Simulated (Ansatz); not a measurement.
**W in Ansatz: the effect of target pressure**

The system is W.

```xyz
8
Lattice="5.0830 0.0000 0.0000 0.0000 5.0830 0.0000 0.0000 0.0000 5.0830" Properties=species:S:1:pos:R:3 pbc="T T T"
W     2.5415    1.2708    0.0000
W     2.5415    3.8123    0.0000
W     3.8123    0.0000    2.5415
W     1.2708    0.0000    2.5415
W     0.0000    2.5415    3.8123
W     0.0000    2.5415    1.2708
W     2.5415    2.5415    2.5415
W     0.0000    0.0000    0.0000
```

This isn't the form of W at room conditions, which is bcc.

Alike in all runs:

- Program: Ansatz 0.2.0
- Task: relaxation of cell and atoms
- Functional: PBEsol
- Potentials or basis: Ansatz PAW
- Cutoff: 420 eV (not typed: the program's choice for these potentials)
- k mesh: 5 × 5 × 5
- Occupations: fermi-dirac, width 0.05 eV
- Spin: no spin polarisation

Each run relaxes the cell or the atoms first.

```tsv
target pressure	relaxed volume (Å³/atom)
0 GPa	15.92
2 GPa	15.82
5 GPa	15.68
10 GPa	15.46
20 GPa	15.05
30 GPa	?
```

Question: What does the run with target pressure 30 GPa give?

Answer: Relaxed volume 14.70 Å³/atom.

Worked out: In Murnaghan's law V^(-B') rises as a straight line in P. The other rows fit best with B' = 3.3, V0 = 15.92 Å³/atom and B0 = 325 GPa, which gives 14.69 Å³/atom at 30 GPa, against the run's 14.70.

Caveats: the plane-wave basis is chosen anew once the cell has moved, so the energies of steps on either side of that aren't comparable; the PAW data sets come from PBE, with cores solved anew for the run's functional, which leaves a small shift of forces and pressure.
